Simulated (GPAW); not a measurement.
# ZnS (Wurtzite-2H) (P6_3mc) in GPAW: a series of runs

Aim: see how the results for ZnS (Wurtzite-2H) move with the level of theory and the settings. Levels: revPBE, PBE. Tasks: relaxation of cell and atoms, single point.

Program: GPAW 26.7.0. These are calculated values, not measurements. Logs are shortened: lines on timing, memory, paths and dates and some standing lists are left out, and cuts for length are marked. The log counts tension as positive stress, the text compression.

**Experimental background.**

A printed reference work, monograph reports, for a bulk crystal of ZnS at 4 K: band gap 3.911 eV (direct).

The results are compared with them further down.

## Step 1: Starting point

The structure is hexagonal, space group P6_3mc (No. 186). The conventional cell has a = 3.811 Å, b = 3.811 Å, c = 6.234 Å, α = 90.00°, β = 90.00°, γ = 120.00°. Zn (site symmetry 3m) has 4 S at 2.31 to 2.40 Å as nearest neighbours. S (site symmetry 3m) is surrounded by 4 Zn at 2.31 to 2.40 Å.

## Step 2: Relaxation of cell and atoms, revPBE

The input, run.py:

```python
from ase import Atoms
from ase.filters import FrechetCellFilter
from ase.io import write
from ase.optimize import FIRE
from gpaw import GPAW, PW

atoms = Atoms(['Zn', 'Zn', 'S', 'S'],
              cell=[[3.811, 0.0, 0.0],
                    [-1.9055, 3.3004228138, 0.0],
                    [0.0, 0.0, 6.234]],
              scaled_positions=[[0.6666666667, 0.3333333333, 0.5],
                                [0.3333333333, 0.6666666667, 0.0],
                                [0.6666666667, 0.3333333333, 0.885],
                                [0.3333333333, 0.6666666667, 0.385]],
              pbc=True)

calc = GPAW(mode=PW(600),
            xc='revPBE',
            kpts={'size': (8, 8, 5), 'gamma': True},
            occupations={'name': 'fermi-dirac', 'width': 0.05},
            nbands=31,
            convergence={'density': 1e-05, 'forces': 0.0001},
            maxiter=150,
            txt='gpaw.txt')
atoms.calc = calc
opt = FIRE(FrechetCellFilter(atoms), trajectory='relax.traj', logfile='-')
done = opt.run(fmax=0.02, steps=100)
calc.write('gs.gpw')
write('result.traj', atoms)
print('Converged:', done)
print('Cell:', atoms.cell.cellpar().round(4))
print('Volume:', round(atoms.get_volume(), 4))
print(atoms.get_scaled_positions().round(5))
```

Potentials or basis: the program's PAW data sets (release 1.2.1) made for this functional, pw.

Run with:

```bash
> OMP_NUM_THREADS=1 python run.py
```

gpaw.txt:

```text
__  _  _
 | _ |_)|_||  |
 |__||  | ||/\| - 26.7.0

Input parameters:
  mode=PW(ecut=600.0),
  convergence={'density': 1e-05, 'forces': 0.0001},
  kpts=MonkhorstPack(size=(8, 8, 5), gamma=True),
  maxiter=150,
  nbands=31,
  occupations=Occupations(name='fermi-dirac', width=0.05),
  xc=XC(name='revPBE')

Diagonalizing LCAO Hamiltonian
Converting LCAO to pw mode

            S

            Zn
        S

        Zn

Atoms  # Å, Bohr magnetons
|   | symbol |         x |        y |        z |    initial magnetic moments |
|---|--------|-----------|----------|----------|-----------------------------|
| 0 |     Zn |  1.905500 | 1.100141 | 3.117000 | ( 0.0000,  0.0000,  0.0000) |
| 1 |     Zn | -0.000000 | 2.200282 | 0.000000 | ( 0.0000,  0.0000,  0.0000) |
| 2 |      S |  1.905500 | 1.100141 | 5.517090 | ( 0.0000,  0.0000,  0.0000) |
| 3 |      S | -0.000000 | 2.200282 | 2.400090 | ( 0.0000,  0.0000,  0.0000) |

Unit cell  # Å
| periodic |         x |        y |        z |  lengths |     angles |
|----------|-----------|----------|----------|----------|------------|
|      yes |  3.811000 | 0.000000 | 0.000000 | 3.811000 |  90.000000 |
|      yes | -1.905500 | 3.300423 | 0.000000 | 3.811000 |  90.000000 |
|      yes |  0.000000 | 0.000000 | 6.234000 | 6.234000 | 120.000000 |

Number of symmetries: 6
Symmetry operations  # r_c * U_cc + t_c -> r_c
|   | kind |            matrix            |
|---|------|------------------------------|
| 0 |  σ   |  1, 1, 0,  0,-1, 0,  0, 0, 1 |
| 1 |  E   |  1, 0, 0,  0, 1, 0,  0, 0, 1 |
| 2 |  C3  |  0, 1, 0, -1,-1, 0,  0, 0, 1 |
| 3 |  σ   |  0,-1, 0, -1, 0, 0,  0, 0, 1 |
| 4 |  σ   | -1, 0, 0,  1, 1, 0,  0, 0, 1 |
| 5 |  C3  | -1,-1, 0,  1, 0, 0,  0, 0, 1 |
[... 1664 lines left out ...]
Stress tensor  # eV/Ang^3
|         x |         y |         z |
|-----------|-----------|-----------|
| -0.000218 |  0.000000 |  0.000000 |
|  0.000000 | -0.000218 |  0.000000 |
|  0.000000 |  0.000000 | -0.008202 |

Forces  # eV/Ang
|       x |       y |        z |
|---------|---------|----------|
| 0.00000 | 0.00000 | -0.09072 |  # Zn   0
| 0.00000 | 0.00000 | -0.09073 |  # Zn   1
| 0.00000 | 0.00000 |  0.09071 |  # S    2
| 0.00000 | 0.00000 |  0.09069 |  # S    3

Interpolating wave functions to new cell

            S

            Zn
        S
[... 1432 lines left out ...]
Stress tensor  # eV/Ang^3
|         x |         y |         z |
|-----------|-----------|-----------|
| -0.000425 |  0.000000 |  0.000000 |
|  0.000000 | -0.000425 | -0.000000 |
|  0.000000 |  0.000000 | -0.004031 |

Forces  # eV/Ang
|       x |       y |        z |
|---------|---------|----------|
| 0.00000 | 0.00000 | -0.01746 |  # Zn   0
| 0.00000 | 0.00000 | -0.01747 |  # Zn   1
| 0.00000 | 0.00000 |  0.01747 |  # S    2
| 0.00000 | 0.00000 |  0.01748 |  # S    3

Interpolating wave functions to new cell

            S

            Zn
        S
[... 1611 lines left out ...]
SCF iterations
|iter     | |      energy | eigst |  dens |force |
|---------|-|-------------|-------|-------|------|
|iter:   1| |  -12.661838 | -4.32 |       |      |
|iter:   2| |  -12.661837 | -6.01 | -3.80 |      |
|iter:   3| |  -12.661832c| -6.03 | -3.84 |      |
|iter:   4| |  -12.661833c| -7.99c| -4.60 |      |
|iter:   5| |  -12.661833c| -8.84c| -4.97 |      |
|iter:   6| |  -12.661833c| -9.58c| -5.56c|      |
|iter:   7| |  -12.661833c| -8.71c| -5.91c|-3.97 |
|iter:   8| |  -12.661833c|-10.46c| -6.68c|-4.63c|

Converged in 8 steps
Energy contributions relative to reference atoms: (reference = -119451.774830)

Energy contributions:
  Kinetic:          18.853857
  Coulomb:         -16.355471
  Zero:              0.136823
  External:          0.000000
  Xc:              -15.297042
  Entropy:          -0.000000
  Spinorbit:         0.000000
  ----------------------------
  Free energy:     -12.661833
  Extrapolated:    -12.661833
[... 216 lines left out ...]
SCF iterations
|iter     | |      energy | eigst |  dens |force |
|---------|-|-------------|-------|-------|------|
|iter:   1| |  -12.661862 | -4.15 |       |      |
|iter:   2| |  -12.661861 | -5.84 | -3.72 |      |
|iter:   3| |  -12.661853c| -5.85 | -3.76 |      |
|iter:   4| |  -12.661854c| -7.82c| -4.52 |      |
|iter:   5| |  -12.661854c| -8.67c| -4.90 |      |
|iter:   6| |  -12.661854c| -9.41c| -5.48c|      |
|iter:   7| |  -12.661854c| -8.59c| -5.83c|-3.88 |
|iter:   8| |  -12.661854c|-10.30c| -6.60c|-4.55c|

Converged in 8 steps
Energy contributions relative to reference atoms: (reference = -119451.774830)

Energy contributions:
  Kinetic:          18.850988
  Coulomb:         -16.353284
  Zero:              0.136827
  External:          0.000000
  Xc:              -15.296385
  Entropy:          -0.000000
  Spinorbit:         0.000000
  ----------------------------
  Free energy:     -12.661854
  Extrapolated:    -12.661854
[... 216 lines left out ...]
SCF iterations
|iter     | |      energy | eigst |  dens |force |
|---------|-|-------------|-------|-------|------|
|iter:   1| |  -12.661890 | -4.00 |       |      |
|iter:   2| |  -12.661888 | -5.70 | -3.65 |      |
|iter:   3| |  -12.661877c| -5.71 | -3.69 |      |
|iter:   4| |  -12.661877c| -7.68c| -4.46 |      |
|iter:   5| |  -12.661877c| -8.54c| -4.84 |      |
|iter:   6| |  -12.661877c| -9.27c| -5.42c|      |
|iter:   7| |  -12.661877c| -8.48c| -5.76c|-3.81 |
|iter:   8| |  -12.661877c|-10.18c| -6.53c|-4.47c|

Converged in 8 steps
Energy contributions relative to reference atoms: (reference = -119451.774830)

Energy contributions:
  Kinetic:          18.847604
  Coulomb:         -16.350705
  Zero:              0.136833
  External:          0.000000
  Xc:              -15.295609
  Entropy:          -0.000000
  Spinorbit:         0.000000
  ----------------------------
  Free energy:     -12.661877
  Extrapolated:    -12.661877
[... 216 lines left out ...]
SCF iterations
|iter     | |      energy | eigst |  dens |force |
|---------|-|-------------|-------|-------|------|
|iter:   1| |  -12.661918 | -3.89 |       |      |
|iter:   2| |  -12.661916 | -5.58 | -3.59 |      |
|iter:   3| |  -12.661901c| -5.60 | -3.63 |      |
|iter:   4| |  -12.661901c| -7.58c| -4.41 |      |
|iter:   5| |  -12.661901c| -8.42c| -4.78 |      |
|iter:   6| |  -12.661901c| -9.15c| -5.36c|      |
|iter:   7| |  -12.661901c| -8.40c| -5.70c|-3.74 |
|iter:   8| |  -12.661901c|-10.07c| -6.48c|-4.41c|

Converged in 8 steps
Energy contributions relative to reference atoms: (reference = -119451.774830)

Energy contributions:
  Kinetic:          18.843737
  Coulomb:         -16.347758
  Zero:              0.136839
  External:          0.000000
  Xc:              -15.294719
  Entropy:          -0.000000
  Spinorbit:         0.000000
  ----------------------------
  Free energy:     -12.661901
  Extrapolated:    -12.661901
[... 299 lines left out ...]
Atoms  # Å, Bohr magnetons
|   | symbol |         x |        y |        z |    initial magnetic moments |
|---|--------|-----------|----------|----------|-----------------------------|
| 0 |     Zn |  1.943433 | 1.122041 | 3.205660 | ( 0.0000,  0.0000,  0.0000) |
| 1 |     Zn | -0.000000 | 2.244083 | 0.029386 | ( 0.0000,  0.0000,  0.0000) |
| 2 |      S |  1.943433 | 1.122041 | 5.592624 | ( 0.0000,  0.0000,  0.0000) |
| 3 |      S | -0.000000 | 2.244083 | 2.416349 | ( 0.0000,  0.0000,  0.0000) |

Unit cell  # Å
| periodic |         x |        y |        z |  lengths |     angles |
|----------|-----------|----------|----------|----------|------------|
|      yes |  3.886865 | 0.000000 | 0.000000 | 3.886865 |  90.000000 |
|      yes | -1.943433 | 3.366124 | 0.000000 | 3.886865 |  90.000000 |
|      yes | -0.000000 | 0.000000 | 6.352548 | 6.352548 | 120.000000 |

Number of symmetries: 6
Symmetry operations  # r_c * U_cc + t_c -> r_c
|   | kind |            matrix            |
|---|------|------------------------------|
| 0 |  σ   |  1, 1, 0,  0,-1, 0,  0, 0, 1 |
| 1 |  E   |  1, 0, 0,  0, 1, 0,  0, 0, 1 |
| 2 |  C3  |  0, 1, 0, -1,-1, 0,  0, 0, 1 |
| 3 |  σ   |  0,-1, 0, -1, 0, 0,  0, 0, 1 |
| 4 |  σ   | -1, 0, 0,  1, 1, 0,  0, 0, 1 |
| 5 |  C3  | -1,-1, 0,  1, 0, 0,  0, 0, 1 |
[... 188 lines left out ...]
Gap: 2.084 eV
Transition (v -> c):
  (s=0, k=0, n=17, [0.00, 0.00, 0.00]) -> (s=0, k=0, n=18, [0.00, 0.00, 0.00])
No difference between direct/indirect transitions

Stress tensor  # eV/Ang^3
|        x |        y |         z |
|----------|----------|-----------|
| 0.000045 | 0.000000 |  0.000000 |
| 0.000000 | 0.000045 | -0.000000 |
| 0.000000 | 0.000000 | -0.000678 |

Forces  # eV/Ang
|        x |       y |        z |
|----------|---------|----------|
|  0.00000 | 0.00000 |  0.01703 |  # Zn   0
| -0.00000 | 0.00000 |  0.01704 |  # Zn   1
|  0.00000 | 0.00000 | -0.01700 |  # S    2
| -0.00000 | 0.00000 | -0.01700 |  # S    3

# Writing to gs.gpw (mode='')
```

It took 20 min on 1 thread of Arm Neoverse V2, shared host; peak memory 0.54 GiB.

What came out:

- Free energy: -12.6620 eV
- Relaxed volume: 20.78 Å³/atom
- Relaxed cell: a = 3.887 Å, b = 3.887 Å, c = 6.353 Å, α = 90.00°, β = 90.00°, γ = 120.00°
- Space group after relaxing (to 0.05 Å): P6_3mc (No. 186)
- Energy gained by relaxing: 21.1 meV/atom
- Ionic steps: 25
- Pressure after relaxing: 0.0 GPa
- Largest force after relaxing: 0.017 eV/Å
- Band gap on the k mesh: 2.08 eV, direct

Forces in eV/Å, atoms in the order of the input:
```
Zn   0.000  0.000  0.017
Zn   0.000  0.000  0.017
S    0.000  0.000 -0.017
S    0.000  0.000 -0.017
```

Step by step:
| step | energy change (eV) | largest force (eV/Å) | pressure (GPa) | volume (Å³) |
| --- | --- | --- | --- | --- |
| 1 | 0.0000 | 0.3371 | 4.46 | 78.41 |
| 2 | -0.0135 | 0.2976 | 4.09 | 78.73 |
| 3 | -0.0355 | 0.2224 | 3.40 | 79.35 |
| 4 | -0.0583 | 0.1206 | 2.51 | 80.24 |
| 5 | -0.0747 | 0.0068 | 1.50 | 81.33 |
| 6 | -0.0808 | 0.0941 | 0.47 | 82.58 |
| 7 | -0.0810 | 0.0907 | 0.46 | 82.58 |
| 8 | -0.0813 | 0.0842 | 0.44 | 82.60 |
| 9 | -0.0817 | 0.0747 | 0.42 | 82.63 |
| 10 | -0.0822 | 0.0628 | 0.39 | 82.67 |
| 11 | -0.0827 | 0.0488 | 0.35 | 82.71 |
| 12 | -0.0832 | 0.0335 | 0.31 | 82.76 |
| 13 | -0.0836 | 0.0175 | 0.26 | 82.82 |
| 14 | -0.0839 | 0.0001 | 0.20 | 82.90 |
| 15 | -0.0841 | 0.0177 | 0.13 | 82.99 |
| 16 | -0.0841 | 0.0327 | 0.05 | 83.09 |
| 17 | -0.0841 | 0.0324 | 0.05 | 83.09 |
| 18 | -0.0841 | 0.0317 | 0.05 | 83.10 |
| 19 | -0.0841 | 0.0307 | 0.05 | 83.10 |
| 20 | -0.0842 | 0.0292 | 0.05 | 83.10 |
| 21 | -0.0842 | 0.0275 | 0.04 | 83.10 |
| 22 | -0.0842 | 0.0255 | 0.04 | 83.10 |
| 23 | -0.0842 | 0.0232 | 0.04 | 83.11 |
| 24 | -0.0843 | 0.0204 | 0.04 | 83.11 |
| 25 | -0.0843 | 0.0170 | 0.03 | 83.11 |

Final structure:
```
Zn S
1.0
     3.88687    0.00000    0.00000
    -1.94343    3.36612    0.00000
     0.00000    0.00000    6.35255
Zn S
2 2
Direct
  0.66667 0.33333 0.50463
  0.33333 0.66667 0.00463
  0.66667 0.33333 0.88037
  0.33333 0.66667 0.38037
```

Caveat: later steps reuse the first step's grids.

## Step 3: Single point, PBE

The input, run.py:

```python
from ase.dft.bandgap import bandgap
from ase.io import read, write
from ase.units import GPa
from gpaw import GPAW, PW

atoms = read('POSCAR')

calc = GPAW(mode=PW(600),
            xc='PBE',
            kpts={'size': (8, 8, 5), 'gamma': True},
            occupations={'name': 'methfessel-paxton', 'order': 0, 'width': 0.012},
            nbands=31,
            convergence={'density': 1e-05, 'energy': 1e-05},
            maxiter=150,
            txt='gpaw.txt')
atoms.calc = calc
energy = atoms.get_potential_energy()
forces = atoms.get_forces()
stress = atoms.get_stress()
calc.write('gs.gpw')
write('result.traj', atoms)
print(f'Energy: {energy:.6f} eV')
print('Forces (eV/A):')
print(forces.round(4))
print('Stress (GPa):', (stress / GPa).round(3))
print('Fermi level:', round(calc.get_fermi_level(), 4), 'eV')
print(f'Gap: {bandgap(calc)[0]:.4f} eV, direct: {bandgap(calc, direct=True)[0]:.4f} eV')
```

The input, POSCAR:

```
ZnS
1.0
    3.8110000000      0.0000000000      0.0000000000
   -1.9055000000      3.3004228138      0.0000000000
    0.0000000000      0.0000000000      6.2340000000
Zn S
2 2
Direct
    0.6666666667      0.3333333333      0.5000000000
    0.3333333333      0.6666666667      0.0000000000
    0.6666666667      0.3333333333      0.8850000000
    0.3333333333      0.6666666667      0.3850000000
```

Potentials or basis: GPAW PAW data sets (gpaw-data 1.2.1), pw.

Run with:

```bash
> OMP_NUM_THREADS=1 python run.py
```

It took 52 s on 1 thread of Arm Neoverse V2, shared host; peak memory 0.23 GiB.

It converged, with:

| Item | Value |
| --- | --- |
| Free energy | -13.8062 eV |
| Pressure | 2.4 GPa |
| Largest force | 0.328 eV/Å |
| Band gap on the k mesh | 2.24 eV, direct |

Forces in eV/Å, atoms in the order of the input:
```
Zn   0.000  0.000  0.328
Zn   0.000  0.000  0.328
S    0.000  0.000 -0.328
S    0.000  0.000 -0.328
```

Stress tensor (GPa, compression positive):
```
3.07 0.00 0.00
0.00 3.07 0.00
0.00 0.00 0.95
```

Levels at points of the mesh, in eV from the valence-band top:
```tsv
k point	band 14	band 15	band 16	band 17	band 18	band 19	band 20	band 21	band 22	band 23
(0.00, 0.00, 0.00)	-0.86	-0.86	-0.01	-0.01	0.00	2.24	2.99	6.28	6.28	6.58
(0.50, 0.50, 0.00)	-4.21	-3.15	-2.25	-1.56	-0.98	3.61	4.26	5.17	7.10	7.40
```

## Step 4: Comparison with measurements

Step 3. Against the measured gap of ZnS, 3.911 eV (direct; 4 K; a printed reference work, monograph), the calculated 2.24 eV is off by -1.67 eV. The value is that of PBE, without temperature or zero-point motion. Semilocal functionals fall short of measured gaps as a rule.
